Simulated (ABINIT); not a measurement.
Input of an ABINIT 10.8.3 (patched build) run:

File run.abi:

```
pp_dirpath "./"
pseudos "Hf.upf, O.upf"

acell 6.8348581746 6.8348581746 6.8348581746
rprim
     0.0000000000     0.7071067812     0.7071067812
     0.7071067812     0.0000000000     0.7071067812
     0.7071067812     0.7071067812     0.0000000000
ntypat 2
znucl 72 8
natom 3
typat 1 2 2
chkprim 0
chksymtnons 0
tolsym 1.0e-6
xred
            0.0            0.0            0.0
            3/4            3/4            3/4
            1/4            1/4            1/4

ecut 42.0
ecutsm 0.5

kptopt 1
ngkpt 7 7 7
nshiftk 1
shiftk 0.0 0.0 0.0

ixc 7

nband 16
occopt 3
tsmear 0.05 eV

nstep 80
tolvrs 1.0e-12

iomode 3
prteig 0
prtebands 0
prtwf 0
prtden 0

ionmov 2
optcell 2
ntime 50
tolmxf 2.0e-5
dilatmx 1.08
```

Potentials or basis: PseudoDojo NC SR LDA v0.4.1 standard.

Launch:

```sh
$ mpirun --bind-to none -np 4 abinit run.abi > log 2>&1
```

Estimate the relaxed cell.

a = 3.509 Å, b = 3.509 Å, c = 3.509 Å, α = 60.00°, β = 60.00°, γ = 60.00°.

What does it give for the band gap on the k mesh?

4.00 eV, indirect (least direct gap 4.20 eV).

Predict the relaxed volume.

10.18 Å³/atom.

Final structure:
```
CELL_PARAMETERS angstrom
0.00000 2.48102 2.48102
2.48102 0.00000 2.48102
2.48102 2.48102 0.00000
ATOMIC_POSITIONS crystal
Hf 0.00000 0.00000 0.00000
O 0.75000 0.75000 0.75000
O 0.25000 0.25000 0.25000
```

Caveat: spin-orbit coupling is left out, which moves the levels of the heavy elements; an odd mesh through Γ misses points on the zone boundary, where band edges often lie. Zero-point motion and thermal expansion aren't in these numbers.
